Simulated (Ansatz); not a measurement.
# MgO: the cost of one run

Method: DFT PBE, scalar-relativistic, plane waves, PAW, in Ansatz 0.2.0.

The COD cell was measured well above room temperature, so it is larger than a cold one.

## 1. Starting point

It takes space group Fm-3m (No. 225, cubic). The conventional cell has a = 4.270 Å, b = 4.270 Å, c = 4.270 Å, α = 90.00°, β = 90.00°, γ = 90.00°. Around Mg (site symmetry m-3m) lie 6 O at 2.14 Å. O (site symmetry m-3m) has 6 Mg at 2.14 Å in its first shell of neighbours.

Structure file:

```cif
data_structure
_symmetry_space_group_name_H-M 'Fm-3m'
_symmetry_Int_Tables_number 225
_cell_length_a 4.2703
_cell_length_b 4.2703
_cell_length_c 4.2703
_cell_angle_alpha 90.000
_cell_angle_beta 90.000
_cell_angle_gamma 90.000
_cell_volume 77.87
loop_
_atom_site_label
_atom_site_type_symbol
_atom_site_symmetry_multiplicity
_atom_site_Wyckoff_symbol
_atom_site_fract_x
_atom_site_fract_y
_atom_site_fract_z
_atom_site_occupancy
Mg1 Mg 4 a 0.00000 0.00000 0.00000 1
O1 O 4 b 0.50000 0.00000 0.00000 1
```

The cell is taken as given, not relaxed at this level.

## 2. Zero of energy

The reference gives a free energy of -2494.1377 eV, pressure -1.69 GPa, largest force 0.000 eV/Å and gap on the mesh 4.35 eV. It was computed beforehand with the settings of the runs below.

## 3. The scan: shifting one sublattice

Every Mg atom is moved by x along the Cartesian unit vector (0.000, 0.000, -1.000); the cell and all other atoms stay fixed. Forces below are components along that vector, summed over the moved atoms.

## 4. At x = -0.300 Å

The input, input.yaml:

```yaml
crystal:
  lattice:
    - [0.0, 2.13515, 2.13515]
    - [2.13515, 0.0, 2.13515]
    - [2.13515, 2.13515, 0.0]
  atoms:
    - { symbol: Mg, position: [0.0702526755, 0.0702526755, -0.0702526755] }
    - { symbol: O, position: [0.5, 0.5, 0.5] }
basis:
  ecutwfc: 420
kpoints:
  mp_grid: { grid: [10, 10, 10] }
hamiltonian:
  xc: pbe
scf:
  occupations: { method: gaussian, width: 0.05 }
output:
  forces: true
  stress: true
  eigenvalues: true
```

Launch:

```bash
$ ansatz run input.yaml --threads 1 --pin off --max-ram 2560MiB --backend cpu --events-out ev --progress --plain --runs-dir out
```

Q: Estimate wall time and peak memory on 1 thread of Arm Neoverse V2, shared host.

About 1.9 s, with a peak of 0.28 GiB.
